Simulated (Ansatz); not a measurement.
Crystal: Si2Mo.

```xyz
9
Lattice="4.5855 0.0000 0.0000 -2.2927 3.9711 0.0000 0.0000 0.0000 6.5798" Properties=species:S:1:pos:R:3 pbc="T T T"
Mo    1.1464    1.9856    5.4831
Mo   -1.1464    1.9856    1.0966
Mo    2.2927    0.0000    3.2899
Si    0.0000    1.3015    3.2899
Si    1.1656    3.3204    1.0966
Si    3.4583    0.6508    5.4831
Si    2.2927    2.6696    3.2899
Si    1.1272    0.6508    1.0966
Si   -1.1656    3.3204    5.4831
```

Measurements of this composition are mostly on another form, of space group No. 139.

```yaml
Program: Ansatz 0.2.0
Task: relaxation of cell and atoms
Functional: PBE
Dispersion: D3(BJ)
Potentials_or_basis: Ansatz PAW
Cutoff: "420 eV (not typed: the program's choice for these potentials)"
k_mesh: 7 × 7 × 4
Occupations: fermi-dirac, width 0.05 eV
Spin: no spin polarisation
```

At the start: volume 13.31 Å³/atom.

Problem. How do energy, volume and symmetry change on relaxing?

Solution. It ends after 4 steps and the volume is 13.09 Å³/atom (-1.7 %); space group P6_222 (No. 180, to 0.05 Å).

Step by step:
| step | energy change (eV) | largest force (eV/Å) | volume (Å³) |
| --- | --- | --- | --- |
| 1 | 0.0000 | 0.0114 | 119.81 |
| 2 | -0.0227 | 0.0324 | 117.24 |
| 3 | -0.0244 | 0.0048 | 117.80 |
| 4 | -0.0240 | 0.0048 | 117.80 |

Final structure:
```xyz
9
Lattice="4.5588 0.0000 0.0000 -2.2794 3.9480 0.0000 0.0000 0.0000 6.5448" Properties=species:S:1:pos:R:3 pbc="T T T"
Mo    1.1397    1.9740    5.4540
Mo   -1.1397    1.9740    1.0908
Mo    2.2794    0.0000    3.2724
Si    0.0000    1.2946    3.2724
Si    1.1583    3.3008    1.0908
Si    3.4377    0.6473    5.4540
Si    2.2794    2.6535    3.2724
Si    1.1211    0.6473    1.0908
Si   -1.1583    3.3008    5.4540
```

Caveat: the plane-wave basis is chosen anew once the cell has moved, so the energies of steps on either side of that aren't comparable.
